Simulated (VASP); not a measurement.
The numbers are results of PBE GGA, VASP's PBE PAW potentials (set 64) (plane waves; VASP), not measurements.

Input for VASP

**KPOINTS**
```
Automatic mesh
0
Gamma
4 4 4
0 0 0
```

**INCAR**
```
# general
SYSTEM =CsPbI3
PREC   =Accurate
ENCUT  =520   # plane-wave cut-off (eV)
LREAL  =.False.   # projection in real space or not
LASPH  =.True.   # aspherical one-centre terms

# electronic loop
EDIFF  =1E-7   # SCF stop (eV)
NELM   =100   # most electronic steps
ALGO   =Normal   # blocked Davidson
LMAXMIX=4   # l cut-off of mixed one-centre charges

# smearing
ISMEAR =-5   # tetrahedra, Bloechl

# functional
GGA    =PE   # PBE

# ions
ISIF   =2

# output
LWAVE  =.False.
LCHARG =.True.
LORBIT =11   # lm-projected
NEDOS  =601   # DOS grid

# other
LEFG   =.True.
```

### POSCAR
```
CsPbI3
1.0
  6.3549573704   0.0000000000   0.0000000000
  0.0000000000   6.3549573704   0.0000000000
  0.0000000000   0.0000000000   6.3549573704
Cs Pb I
1 1 3
Cart
  0.0000000000   0.0000000000   0.0000000000
  3.1774786852   3.1774786852   3.1774786852
  3.1774786852   0.0000000000   3.1774786852
  0.0000000000   3.1774786852   3.1774786852
  3.1774786852   3.1774786852   0.0000000000
```

POTCAR, in this order: Cs_sv Pb_d I (PBE.64 set). Program: vasp_std.

The resulting files:

OUTCAR:
```
 ion  position               nearest neighbor table
   1  0.000  0.000  0.000-
   2  0.500  0.500  0.500-   3 3.18   4 3.18   5 3.18   5 3.18   3 3.18   4 3.18
   3  0.500  0.000  0.500-   2 3.18   2 3.18
   4  0.000  0.500  0.500-   2 3.18   2 3.18
   5  0.500  0.500  0.000-   2 3.18   2 3.18
  LATTYP: Found a simple cubic cell.
 ALAT       =     6.3549573704
 Subroutine PRICEL returns:
 Original cell was already a primitive cell.
 Subroutine GETGRP returns: Found 48 space group operations
The static configuration has the point symmetry O_h .
The dynamic configuration has the point symmetry O_h .
 Subroutine INISYM returns: Found 48 space group operations
 Subroutine IBZKPT returns following result:
 Found     10 irreducible k-points:

 Following reciprocal coordinates:
            Coordinates               Weight
  0.000000  0.000000  0.000000      1.000000
  0.250000  0.000000  0.000000      6.000000
  0.500000  0.000000  0.000000      3.000000
  0.250000  0.250000  0.000000     12.000000
  0.500000  0.250000  0.000000     12.000000
  0.500000  0.500000  0.000000      3.000000
  0.250000  0.250000  0.250000      8.000000
  0.500000  0.250000  0.250000     12.000000
  0.500000  0.500000  0.250000      6.000000
  0.500000  0.500000  0.500000      1.000000
   k-points           NKPTS =     10   k-points in BZ     NKDIM =     10   number of bands    NBANDS=     26
   number of dos      NEDOS =    601   number of ions     NIONS =      5
   total plane-waves  NPLWV = 110592
   dimension x,y,z NGX =    48 NGY =   48 NGZ =   48
   dimension x,y,z NGXF=    96 NGYF=   96 NGZF=   96
   ions per type =               1   1   3
   PREC   = accura    normal or accurate (medium, high low for compatibility)
   ISTART =      0    job   : 0-new  1-cont  2-samecut
   ICHARG =      2    charge: 1-file 2-atom 10-const
   ISPIN  =      1    spin polarized calculation?
   LNONCOLLINEAR =      F non collinear calculations
   LSORBIT =      F    spin-orbit coupling
   INIWAV =      1    electr: 0-lowe 1-rand  2-diag
   ENCUT  =  520.0 eV  38.22 Ry    6.18 a.u.  11.82 11.82 11.82*2*pi/ulx,y,z
   NELM   =    100;   NELMIN=  2; NELMDL= -5     # of ELM steps
   EDIFF  = 0.1E-06   stopping-criterion for ELM
   LREAL  =      F    real-space projection
   NLSPLINE    = F    spline interpolate recip. space projectors
   LMAXMIX     =    4 max onsite mixed and CHGCAR
   VOSKOWN=      0    Vosko Wilk Nusair interpolation
   EDIFFG = 0.1E-05   stopping-criterion for IOM
   NSW    =      0    number of steps for IOM
   NBLOCK =      1;   KBLOCK =      1    inner block; outer block
   IBRION =     -1    ionic relax: 0-MD 1-quasi-New 2-CG
   NFREE  =      0    steps in history (QN), initial steepest desc. (CG)
   ISIF   =      2    stress and relaxation
   ISYM   =      2    0-nonsym 1-usesym 2-fastsym
   TEIN   =    0.0    initial temperature
   TEBEG  =    0.0;   TEEND  =   0.0 temperature during run
   SMASS  =  -3.00    Nose mass-parameter (am)
   PSTRESS=    0.0 pullay stress
   NELECT =      44.0000    total number of electrons
   EFERMI =   0.00;   METHOD = LEGACY
   ISMEAR =    -5;   SIGMA  =   0.20  broadening in eV -4-tet -1-fermi 0-gaus
   IALGO  =     38    algorithm
   LDIAG  =      T    sub-space diagonalisation (order eigenvalues)
   IMIX   =      4    mixing-type and parameters
     AMIX     =   0.40;   BMIX     =  1.00
     AMIX_MAG =   1.60;   BMIX_MAG =  1.00
     AMIN     =   0.10
   GGA     = PE    functional components
   VOSKOWN =     0    Vosko Wilk Nusair interpolation
   LHFCALC =     F    Hartree Fock is set to
   LHFONE  =     F    Hartree Fock one center treatment
   AEXX    =    0.0000 exact exchange contribution
   IVDW    =     0    specifies the selected vdW correction
...
```

OSZICAR:
```
       N       E                     dE             d eps       ncg     rms          rms(c)
DAV:   1     0.366704376408E+03    0.36670E+03   -0.17562E+04   520   0.143E+03
DAV:   2     0.262846813225E+02   -0.34042E+03   -0.33552E+03   662   0.306E+02
DAV:   3    -0.127292287397E+02   -0.39014E+02   -0.38908E+02   596   0.113E+02
DAV:   4    -0.143669875820E+02   -0.16378E+01   -0.16346E+01   740   0.319E+01
DAV:   5    -0.144158198598E+02   -0.48832E-01   -0.48804E-01   682   0.385E+00    0.340E+00
DAV:   6    -0.140578330334E+02    0.35799E+00   -0.62587E-01   722   0.517E+00    0.229E+00
DAV:   7    -0.140136903641E+02    0.44143E-01   -0.41056E-01   692   0.306E+00    0.107E+00
DAV:   8    -0.140212022075E+02   -0.75118E-02   -0.53654E-02   584   0.195E+00    0.250E-01
DAV:   9    -0.140206770674E+02    0.52514E-03   -0.77176E-03   666   0.757E-01    0.103E-01
DAV:  10    -0.140207789988E+02   -0.10193E-03   -0.91141E-04   580   0.178E-01    0.493E-02
DAV:  11    -0.140208321963E+02   -0.53198E-04   -0.27446E-04   684   0.121E-01    0.314E-02
DAV:  12    -0.140208330924E+02   -0.89609E-06   -0.21173E-05   702   0.415E-02    0.250E-02
DAV:  13    -0.140208321598E+02    0.93265E-06   -0.21222E-06   668   0.103E-02    0.105E-02
DAV:  14    -0.140208319868E+02    0.17300E-06   -0.12435E-06   670   0.856E-03    0.330E-03
DAV:  15    -0.140208319897E+02   -0.29650E-08   -0.46158E-07   546   0.521E-03
   1 F= -.14020832E+02 E0= -.14020832E+02  d E =0.000000E+00
```

### OUTCAR
```
------------------------ aborting loop because EDIFF is reached ----------------------------------------
  FORCE on cell =-STRESS in cart. coord.  units (eV):
  Direction    XX          YY          ZZ          XY          YZ          ZX
  --------------------------------------------------------------------------------------
  Total        0.6112714      0.6112714      0.6112714     -0.0000000     -0.0000000      0.0000000
  in kB        3.8159857      3.8159857      3.8159857     -0.0000000     -0.0000000      0.0000000
  external PRESSURE =       3.8159857 kB  Pullay stress =       0.0000000 kB
  volume of cell :      256.65
      direct lattice vectors                 reciprocal lattice vectors
     6.354957370  0.000000000  0.000000000     0.157357468  0.000000000  0.000000000
     0.000000000  6.354957370  0.000000000     0.000000000  0.157357468  0.000000000
     0.000000000  0.000000000  6.354957370     0.000000000  0.000000000  0.157357468
 POSITION                                       TOTAL-FORCE (eV/Angst)
 -----------------------------------------------------------------------------------
      0.00000      0.00000      0.00000         0.000000      0.000000      0.000000
      3.17748      3.17748      3.17748         0.000000      0.000000      0.000000
      3.17748      0.00000      3.17748         0.000000      0.000000      0.000000
      0.00000      3.17748      3.17748         0.000000      0.000000      0.000000
      3.17748      3.17748      0.00000         0.000000      0.000000      0.000000
 -----------------------------------------------------------------------------------
    total drift:                                0.000000     -0.000000     -0.000000
  FREE ENERGIE OF THE ION-ELECTRON SYSTEM (eV)
  ---------------------------------------------------
  free  energy   TOTEN  =       -14.0208319897 eV

  energy  without entropy=      -14.0208319897  energy(sigma->0) =      -14.02083199

 total charge

# of ion       s       p       d       tot
------------------------------------------
    1        1.829   4.710   0.009   6.548
    2        1.488   0.492   9.841  11.822
    3        1.505   2.802   0.007   4.313
    4        1.505   2.802   0.007   4.313
    5        1.505   2.802   0.007   4.313
--------------------------------------------------
tot          7.831  13.607   9.872  31.310

 Electric field gradients after diagonalization (V/A^2)
 (convention: |V_zz| > |V_xx| > |V_yy|)
----------------------------------------------------------------------
 ion       V_xx      V_yy      V_zz     asymmetry (V_yy - V_xx)/ V_zz
----------------------------------------------------------------------
   1      -0.000    -0.000     0.000       0.175
   2      -0.000    -0.000    -0.000      -0.187
   3    -165.939  -165.939   331.879       0.000
   4    -165.939  -165.939   331.879       0.000
   5    -165.939  -165.939   331.879       0.000
```
(Selected blocks of OUTCAR.)

The compound is CsPbI3 in the cubic perovskite structure, the ideal cubic form; the compound distorts at low or room temperature. It was relaxed first.
